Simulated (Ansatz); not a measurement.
# Te2Mo: the cost of one run

Method: DFT PBE, scalar-relativistic, plane waves, PAW, in Ansatz 0.2.0.

1 further run of the same task is left out (it didn't finish).

## 1. The starting structure

It takes space group P-3m1 (No. 164, trigonal). Conventional cell: a = 3.560 Å, b = 3.560 Å, c = 24.811 Å, α = 90.00°, β = 90.00°, γ = 120.00°. Around Te (site symmetry 3m) lie 3 Mo at 2.73 Å. Around Te (site symmetry 3m) lie 3 Mo at 2.72 Å. Mo (site symmetry 3m) has 6 Te at 2.72 to 2.73 Å in its first shell of neighbours.

Structure file:

```
Te Mo
1.0
    10.68117    0.00000    0.00000
    -5.34059    9.25017    0.00000
     0.00000    0.00000   24.81126
Te Mo
36 18
Direct
  0.11111 0.22222 0.07937
  0.11111 0.55556 0.07937
  0.11111 0.88889 0.07937
  0.44444 0.22222 0.07937
  0.44444 0.55556 0.07937
  0.44444 0.88889 0.07937
  0.77778 0.22222 0.07937
  0.77778 0.55556 0.07937
  0.77778 0.88889 0.07937
  0.22222 0.11111 0.77636
  0.22222 0.44444 0.77636
  0.22222 0.77778 0.77636
  0.55556 0.11111 0.77636
  0.55556 0.44444 0.77636
  0.55556 0.77778 0.77636
  0.88889 0.11111 0.77636
  0.88889 0.44444 0.77636
  0.88889 0.77778 0.77636
  0.22222 0.11111 0.92063
  0.22222 0.44444 0.92063
  0.22222 0.77778 0.92063
  0.55556 0.11111 0.92063
  0.55556 0.44444 0.92063
  0.55556 0.77778 0.92063
  0.88889 0.11111 0.92063
  0.88889 0.44444 0.92063
  0.88889 0.77778 0.92063
  0.11111 0.22222 0.22364
  0.11111 0.55556 0.22364
  0.11111 0.88889 0.22364
  0.44444 0.22222 0.22364
  0.44444 0.55556 0.22364
  0.44444 0.88889 0.22364
  0.77778 0.22222 0.22364
  0.77778 0.55556 0.22364
  0.77778 0.88889 0.22364
  0.11111 0.22222 0.84846
  0.11111 0.55556 0.84846
  0.11111 0.88889 0.84846
  0.44444 0.22222 0.84846
  0.44444 0.55556 0.84846
  0.44444 0.88889 0.84846
  0.77778 0.22222 0.84846
  0.77778 0.55556 0.84846
  0.77778 0.88889 0.84846
  0.22222 0.11111 0.15154
  0.22222 0.44444 0.15154
  0.22222 0.77778 0.15154
  0.55556 0.11111 0.15154
  0.55556 0.44444 0.15154
  0.55556 0.77778 0.15154
  0.88889 0.11111 0.15154
  0.88889 0.44444 0.15154
  0.88889 0.77778 0.15154
```

The runs take a perfect supercell of 54 atoms; the defect goes to fractional position (0.111, 0.222, 0.079).

## 2. The perfect supercell

The input, input.yaml:

```yaml
crystal:
  lattice:
    - [10.681175, 0.0, 0.0]
    - [-5.340588, 9.250169, 0.0]
    - [0.0, 0.0, 24.811262]
  atoms:
    - { symbol: Te, position: [0.111111, 0.222222, 0.079371] }
    - { symbol: Te, position: [0.111111, 0.555556, 0.079371] }
    - { symbol: Te, position: [0.111111, 0.888889, 0.079371] }
    - { symbol: Te, position: [0.444444, 0.222222, 0.079371] }
    - { symbol: Te, position: [0.444444, 0.555556, 0.079371] }
    - { symbol: Te, position: [0.444444, 0.888889, 0.079371] }
    - { symbol: Te, position: [0.777778, 0.222222, 0.079371] }
    - { symbol: Te, position: [0.777778, 0.555556, 0.079371] }
    - { symbol: Te, position: [0.777778, 0.888889, 0.079371] }
    - { symbol: Te, position: [0.222222, 0.111111, 0.776361] }
    - { symbol: Te, position: [0.222222, 0.444444, 0.776361] }
    - { symbol: Te, position: [0.222222, 0.777778, 0.776361] }
    - { symbol: Te, position: [0.555556, 0.111111, 0.776361] }
    - { symbol: Te, position: [0.555556, 0.444444, 0.776361] }
    - { symbol: Te, position: [0.555556, 0.777778, 0.776361] }
    - { symbol: Te, position: [0.888889, 0.111111, 0.776361] }
    - { symbol: Te, position: [0.888889, 0.444444, 0.776361] }
    - { symbol: Te, position: [0.888889, 0.777778, 0.776361] }
    - { symbol: Te, position: [0.222222, 0.111111, 0.920629] }
    - { symbol: Te, position: [0.222222, 0.444444, 0.920629] }
    - { symbol: Te, position: [0.222222, 0.777778, 0.920629] }
    - { symbol: Te, position: [0.555556, 0.111111, 0.920629] }
    - { symbol: Te, position: [0.555556, 0.444444, 0.920629] }
    - { symbol: Te, position: [0.555556, 0.777778, 0.920629] }
    - { symbol: Te, position: [0.888889, 0.111111, 0.920629] }
    - { symbol: Te, position: [0.888889, 0.444444, 0.920629] }
    - { symbol: Te, position: [0.888889, 0.777778, 0.920629] }
    - { symbol: Te, position: [0.111111, 0.222222, 0.223639] }
    - { symbol: Te, position: [0.111111, 0.555556, 0.223639] }
    - { symbol: Te, position: [0.111111, 0.888889, 0.223639] }
    - { symbol: Te, position: [0.444444, 0.222222, 0.223639] }
    - { symbol: Te, position: [0.444444, 0.555556, 0.223639] }
    - { symbol: Te, position: [0.444444, 0.888889, 0.223639] }
    - { symbol: Te, position: [0.777778, 0.222222, 0.223639] }
    - { symbol: Te, position: [0.777778, 0.555556, 0.223639] }
    - { symbol: Te, position: [0.777778, 0.888889, 0.223639] }
    - { symbol: Mo, position: [0.111111, 0.222222, 0.848459] }
    - { symbol: Mo, position: [0.111111, 0.555556, 0.848459] }
    - { symbol: Mo, position: [0.111111, 0.888889, 0.848459] }
    - { symbol: Mo, position: [0.444444, 0.222222, 0.848459] }
    - { symbol: Mo, position: [0.444444, 0.555556, 0.848459] }
    - { symbol: Mo, position: [0.444444, 0.888889, 0.848459] }
    - { symbol: Mo, position: [0.777778, 0.222222, 0.848459] }
    - { symbol: Mo, position: [0.777778, 0.555556, 0.848459] }
    - { symbol: Mo, position: [0.777778, 0.888889, 0.848459] }
    - { symbol: Mo, position: [0.222222, 0.111111, 0.151541] }
    - { symbol: Mo, position: [0.222222, 0.444444, 0.151541] }
    - { symbol: Mo, position: [0.222222, 0.777778, 0.151541] }
    - { symbol: Mo, position: [0.555556, 0.111111, 0.151541] }
    - { symbol: Mo, position: [0.555556, 0.444444, 0.151541] }
    - { symbol: Mo, position: [0.555556, 0.777778, 0.151541] }
    - { symbol: Mo, position: [0.888889, 0.111111, 0.151541] }
    - { symbol: Mo, position: [0.888889, 0.444444, 0.151541] }
    - { symbol: Mo, position: [0.888889, 0.777778, 0.151541] }
basis:
  ecutwfc: 420
  fft_grid_basis: typed
kpoints:
  mp_grid: { grid: [3, 3, 1] }
hamiltonian:
  xc: pbe
  pseudopotentials: { kind: paw }
scf:
  occupations: { method: gaussian, width: 0.05 }
output:
  forces: true
  stress: false
  eigenvalues: true
  bader: false
  write_density: true
  volumetric_format: npy
```

Command:

```console
$ ansatz run input.yaml --threads 8 --pin off --max-ram 16384MiB --backend cpu --events-out ev --progress --plain --runs-dir out
```

What time and memory should one allow on 8 threads of Arm Neoverse V2, shared host?

About 68 s, with a peak of 14 GiB.
